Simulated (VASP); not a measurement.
# C (P6_3/mmc) in VASP: notebook

Runs on C. Level: PBE+D3(BJ). Tasks: relaxation of cell and atoms.

All numbers are computed with VASP 6.6.1; they aren't measurements. Logs are shortened: lines on timing, memory, paths and dates and some standing lists are left out, and cuts for length are marked.

## 1. The crystal as given

The structure is hexagonal, space group P6_3/mmc (No. 194). The conventional cell has a = 2.467 Å, b = 2.467 Å, c = 7.803 Å, α = 90.00°, β = 90.00°, γ = 120.00°. C (site symmetry -6m2) has 3 C at 1.42 Å as nearest neighbours. C (site symmetry -6m2) is surrounded by 3 C at 1.42 Å.

## 2. Relaxation of cell and atoms, PBE+D3(BJ)

INCAR

```
SYSTEM = C
  PREC = Accurate
  ENCUT = 600
  EDIFF = 1E-6
  ISMEAR = 0
  SIGMA = 0.03
  LREAL = .False.
  LASPH = .True.
  NELM = 80
  ALGO = Normal
  ISIF = 3
  LWAVE = .False.
  LCHARG = .False.
  GGA = PE
  IVDW = 12
  IBRION = 2
  NSW = 90
  EDIFFG = -0.01
```

KPOINTS

```
regular mesh
0
Gamma
  12 12 4
  0 0 0
```

POSCAR

```
C
1.0
    2.4672912616      0.0000000000      0.0000000000
   -1.2336456308      2.1367369111      0.0000000000
    0.0000000000      0.0000000000      7.8030730000
C
4
Direct
    0.0000000000      0.0000000000      0.2500000000
    0.0000000000      0.0000000000      0.7500000000
    0.3333333300      0.6666666700      0.2500000000
    0.6666666700      0.3333333300      0.7500000000
```

Potentials or basis: VASP PAW PBE potentials, release 64 (C).

Launch:

```sh
$ cat potpaw_PBE.64/C/POTCAR > POTCAR
$ mpirun -np 1 vasp_std > vasp.out
```

OUTCAR:

```text
SYSTEM = C
   PREC = Accurate
   ENCUT = 600
   EDIFF = 1E-6
   ISMEAR = 0
   LREAL = .False.
   LASPH = .True.
   NELM = 80
   ISIF = 3
   GGA = PE
   IVDW = 12
   IBRION = 2
   NSW = 90
   EDIFFG = -0.01
 IVDW          = 12

 ion  position               nearest neighbor table
   1  0.000  0.000  0.250-   3 1.42   3 1.42   3 1.42
   2  0.000  0.000  0.750-   4 1.42   4 1.42   4 1.42
   3  0.333  0.667  0.250-   1 1.42   1 1.42   1 1.42
   4  0.667  0.333  0.750-   2 1.42   2 1.42   2 1.42

  LATTYP: Found a hexagonal cell.
 ALAT       =     2.4672912616
 C/A-ratio  =     3.1626071561

  Lattice vectors:

 A1 = (   2.4672912616,   0.0000000000,   0.0000000000)
 A2 = (  -1.2336456308,   2.1367369111,   0.0000000000)
 A3 = (   0.0000000000,   0.0000000000,   7.8030730000)

Analysis of symmetry for initial positions (statically):
=====================================================================
 Subroutine PRICEL returns:
 Original cell was already a primitive cell.

 Routine SETGRP: Setting up the symmetry group for a
 hexagonal supercell.

 Subroutine GETGRP returns: Found 24 space group operations
 (whereof 12 operations were pure point group operations)
 out of a pool of 24 trial point group operations.

The static configuration has the point symmetry D_3d.
 The point group associated with its full space group is D_6h.

Analysis of symmetry for dynamics (positions and initial velocities):
=====================================================================
 Subroutine PRICEL returns:
 Original cell was already a primitive cell.

 Routine SETGRP: Setting up the symmetry group for a
 hexagonal supercell.

 Subroutine GETGRP returns: Found 24 space group operations
 (whereof 12 operations were pure point group operations)
 out of a pool of 24 trial point group operations.

The dynamic configuration has the point symmetry D_3d.
 The point group associated with its full space group is D_6h.

 Subroutine INISYM returns: Found 24 space group operations
 (whereof 12 operations are pure point group operations),
 and found     1 'primitive' translations

----------------------------------------------------------------------------------------

                                     Primitive cell

  volume of cell :      41.1374

  direct lattice vectors                    reciprocal lattice vectors
     2.467291262  0.000000000  0.000000000     0.405302777  0.234001667  0.000000000
    -1.233645631  2.136736911  0.000000000     0.000000000  0.468003335  0.000000000
     0.000000000  0.000000000  7.803073000     0.000000000  0.000000000  0.128154639

  length of vectors
     2.467291262  2.467291262  7.803073000     0.468003335  0.468003335  0.128154639

  position of ions in fractional coordinates (direct lattice)
     0.000000000  0.000000000  0.250000000
     0.000000000  0.000000000  0.750000000
     0.333333330  0.666666670  0.250000000
     0.666666670  0.333333330  0.750000000

  ion indices of the primitive-cell ions
   primitive index   ion index
                 1           1
                 2           2
                 3           3
                 4           4

----------------------------------------------------------------------------------------

 KPOINTS: regular mesh

Automatic generation of k-mesh.
 Grid dimensions read from file:
 generate k-points for:   12   12    4

 Generating k-lattice:

  Cartesian coordinates                     Fractional coordinates (reciprocal lattice)
     0.033775231  0.019500139  0.000000000     0.083333333  0.000000000  0.000000000
     0.000000000  0.039000278  0.000000000     0.000000000  0.083333333  0.000000000
     0.000000000  0.000000000  0.032038660     0.000000000  0.000000000  0.250000000

  Length of vectors
     0.039000278  0.039000278  0.032038660

  Shift w.r.t. Gamma in fractional coordinates (k-lattice)
     0.000000000  0.000000000  0.000000000

 Subroutine IBZKPT returns following result:
 ===========================================

 Found     57 irreducible k-points:

 Following reciprocal coordinates:
            Coordinates               Weight
  0.000000  0.000000  0.000000      1.000000
  0.083333  0.000000  0.000000      6.000000
  0.166667  0.000000  0.000000      6.000000
  0.250000  0.000000  0.000000      6.000000
  0.333333  0.000000  0.000000      6.000000
  0.416667  0.000000  0.000000      6.000000
[... 16 lines left out ...]
  0.250000  0.000000  0.250000     12.000000
  0.333333  0.000000  0.250000     12.000000
 [... further k-points ...]
   k-points           NKPTS =     57   k-points in BZ     NKDIM =     57   number of bands    NBANDS=     12
   number of dos      NEDOS =    301   number of ions     NIONS =      4
   total plane-waves  NPLWV =  25600
   dimension x,y,z NGX =    20 NGY =   20 NGZ =   64
   dimension x,y,z NGXF=    40 NGYF=   40 NGZF=  128
   ions per type =               4
   NGX,Y,Z   is equivalent  to a cutoff of  13.48, 13.48, 13.64 a.u.
   NGXF,Y,Z  is equivalent  to a cutoff of  26.95, 26.95, 27.27 a.u.
 SYSTEM =  C
   PREC   = accura    normal or accurate (medium, high low for compatibility)
   ISTART =      0    job   : 0-new  1-cont  2-samecut
   ICHARG =      2    charge: 1-file 2-atom 10-const
   ISPIN  =      1    spin polarized calculation?
   LNONCOLLINEAR =      F non collinear calculations
   LSORBIT =      F    spin-orbit coupling
   LASPH  =      T    aspherical Exc in radial PAW
   ENCUT  =  600.0 eV  44.10 Ry    6.64 a.u.   4.93  4.93 15.58*2*pi/ulx,y,z
   NELM   =     80;   NELMIN=  2; NELMDL= -5     # of ELM steps
   EDIFF  = 0.1E-05   stopping-criterion for ELM
   LREAL  =      F    real-space projection
   EDIFFG = -.1E-01   stopping-criterion for IOM
   NSW    =     90    number of steps for IOM
   IBRION =      2    ionic relax: 0-MD 1-quasi-New 2-CG
   NFREE  =      1    steps in history (QN), initial steepest desc. (CG)
   ISIF   =      3    stress and relaxation
   ISYM   =      2    0-nonsym 1-usesym 2-fastsym
   POTIM  = 0.5000    time-step for ionic-motion
   TEBEG  =    0.0;   TEEND  =   0.0 temperature during run
   PSTRESS=    0.0 pullay stress
   NELECT =      16.0000    total number of electrons
   NUPDOWN=      -1.0000    fix difference up-down
   EMIN   =  10.00;   EMAX   =-10.00  energy-range for DOS
   EFERMI =   0.00;   METHOD = LEGACY
   ISMEAR =     0;   SIGMA  =   0.03  broadening in eV -4-tet -1-fermi 0-gaus
   EFERMI_NEDOS =   21; number of points for ismear=-14 and -15
   IALGO  =     38    algorithm
   IMIX   =      4    mixing-type and parameters
     AMIX     =   0.40;   BMIX     =  1.00
     AMIX_MAG =   1.60;   BMIX_MAG =  1.00
  volume/ion in A,a.u.               =      10.28        69.40
  Fermi-wavevector in a.u.,A,eV,Ry     =   1.195003  2.258229 19.429568  1.428033
  Thomas-Fermi vector in A             =   2.330979
   LORBIT       =      0    0 simple, 1 ext, 2 COOP (PROOUT), +10 PAW based schemes
   GGA     = PE    functional components
   LHFCALC =     F    Hartree Fock is set to
   AEXX    =    0.0000 exact exchange contribution
   IVDW    =    12    specifies the selected vdW correction
   LEPSILON=     F    determine dielectric tensor
   LRPA    =     F    only Hartree local field effects (RPA)
 conjugate gradient relaxation of ions
 non-spin polarized calculation
 Gauss-broadening in eV      SIGMA  =   0.03
  energy-cutoff  :      600.00
  volume of cell :       41.14
 maximum number of plane-waves:      1407
 NGX is ok and might be reduce to    20
   NGX =  9   NGY =  9   NGZ = 31

--------------------------------------- Ionic step        1  -------------------------------------------

 number of electron      16.0000001 magnetization

 Free energy of the ion-electron system (eV)
  ---------------------------------------------------
  ext. energy  EPLUGINS =         0.00000000
  ---------------------------------------------------
  free energy    TOTEN  =       -36.90065455 eV

  energy without entropy =      -36.90006849  energy(sigma->0) =      -36.90036152

------------------------ aborting loop because EDIFF is reached ----------------------------------------

 Edisp (eV)   -0.52304

 E8    (eV) :    -0.1459

  FORCE on cell =-STRESS in cart. coord.  units (eV):
  Direction    XX          YY          ZZ          XY          YZ          ZX
  --------------------------------------------------------------------------------------
  -------------------------------------------------------------------------------------
  Total      -0.15305    -0.15305    -0.55430     0.00000    -0.00000     0.00000
  in kB      -5.96088    -5.96088   -21.58845     0.00000    -0.00000     0.00000
  external pressure =      -11.17 kB  Pullay stress =        0.00 kB
[... 830 lines left out ...]
 k-point    24 :       0.3333    0.0000    0.2500
  band No.  band energies     occupation
      1     -12.8940      2.00000
      2     -12.7937      2.00000
      3      -5.5468      2.00000
      4      -5.4964      2.00000
      5      -1.6769      2.00000
      6      -1.6587      2.00000
      7      -0.9251      2.00000
      8      -0.1120      2.00000
      9       8.8408      0.00000
     10       9.2662      0.00000
     11      11.5837      0.00000
     12      11.8260      0.00000

 [... further k-points ...]

[... ionic steps 4 to 9 ...]

--------------------------------------- Ionic step       10  -------------------------------------------

 number of electron      16.0000001 magnetization

------------------------ aborting loop because EDIFF is reached ----------------------------------------

 Edisp (eV)   -0.62785

 E8    (eV) :    -0.1780
[... 73 lines left out ...]
  energy  without entropy=      -37.4843452279  energy(sigma->0) =      -37.48460648

--------------------------------------- Ionic step       12  -------------------------------------------

 number of electron      16.0000001 magnetization

 Free energy of the ion-electron system (eV)
  ---------------------------------------------------
  ext. energy  EPLUGINS =         0.00000000
  ---------------------------------------------------
  free energy    TOTEN  =       -36.85738096 eV

  energy without entropy =      -36.85685981  energy(sigma->0) =      -36.85712039

 E-fermi :   4.6953     XC(G=0): -10.3433

 val. band max:        4.6937024392   @ k =   0.3333   0.3333   0.5000
 cond. band min:       4.6958041711   @ k =   0.3333   0.3333   0.2500
 fundamental gap:      0.0021017319
 Fermi energy:         4.6953490818

 k-point     1 :       0.0000    0.0000    0.0000
  band No.  band energies     occupation
      1     -14.9537      2.00000
      2     -14.6470      2.00000
      3      -3.8254      2.00000
      4      -1.8301      2.00000
      5       1.6841      2.00000
      6       1.6841      2.00000
      7       1.7031      2.00000
      8       1.7031      2.00000
      9       9.0147      0.00000
     10      13.0252      0.00000
     11      13.0252      0.00000
     12      13.0785      0.00000
[... 380 lines left out ...]
  FREE ENERGIE OF THE ION-ELECTRON SYSTEM (eV)
  ---------------------------------------------------
  free  energy   TOTEN  =       -37.4849109983 eV

  energy  without entropy=      -37.4843898465  energy(sigma->0) =      -37.48465042

 reached required accuracy - stopping structural energy minimisation
```

Wall time 90 s (1 thread of Intel Xeon 6975P-C (Granite Rapids), shared host); peak memory 0.19 GiB.

Results:

```yaml
Free_energy: -37.4849 eV
Relaxed_volume: 8.80 Å³/atom
Relaxed_cell: a = 2.465 Å, b = 2.465 Å, c = 6.691 Å, α = 90.00°, β = 90.00°, γ = 120.00°
Space_group_after_relaxing_to_0.05_Å: P6_3/mmc (No. 194)
Energy_gained_by_relaxing: 15.3 meV/atom
Ionic_steps: 12
Pressure_after_relaxing: 0.1 GPa
Band_gap_on_the_k_mesh: none (metal or under the smearing width)
Dispersion_energy_per_atom: -0.157 eV
```

Step by step:
| step | energy change (eV) | largest force (eV/Å) | pressure (GPa) | volume (Å³) |
| --- | --- | --- | --- | --- |
| 1 | 0.0000 | 0.0000 | -1.12 | 41.14 |
| 2 | -0.0034 | 0.0000 | 0.24 | 40.71 |
| 3 | -0.0048 | 0.0000 | 1.67 | 40.28 |
| 4 | -0.0057 | 0.0000 | 1.68 | 40.23 |
| 5 | -0.0082 | 0.0000 | 1.53 | 40.06 |
| 6 | -0.0133 | 0.0000 | 1.47 | 39.73 |
| 7 | -0.0233 | 0.0000 | 1.18 | 39.07 |
| 8 | -0.0417 | 0.0000 | 0.79 | 37.74 |
| 9 | -0.0612 | 0.0000 | 0.17 | 35.08 |
| 10 | -0.0612 | 0.0000 | 0.18 | 35.18 |
| 11 | -0.0612 | 0.0000 | -0.27 | 35.27 |
| 12 | -0.0612 | 0.0000 | 0.07 | 35.20 |

Final structure:
```cif
data_structure
_symmetry_space_group_name_H-M 'P 1'
_symmetry_Int_Tables_number 1
_cell_length_a 2.4649
_cell_length_b 2.4649
_cell_length_c 6.6906
_cell_angle_alpha 90.000
_cell_angle_beta 90.000
_cell_angle_gamma 120.000
_cell_volume 35.20
loop_
_atom_site_label
_atom_site_type_symbol
_atom_site_fract_x
_atom_site_fract_y
_atom_site_fract_z
_atom_site_occupancy
C1 C 0.00000 0.00000 0.25000 1
C2 C 0.00000 0.00000 0.75000 1
C3 C 0.33333 0.66667 0.25000 1
C4 C 0.66667 0.33333 0.75000 1
```

(Part 1 of 2 ends here.)
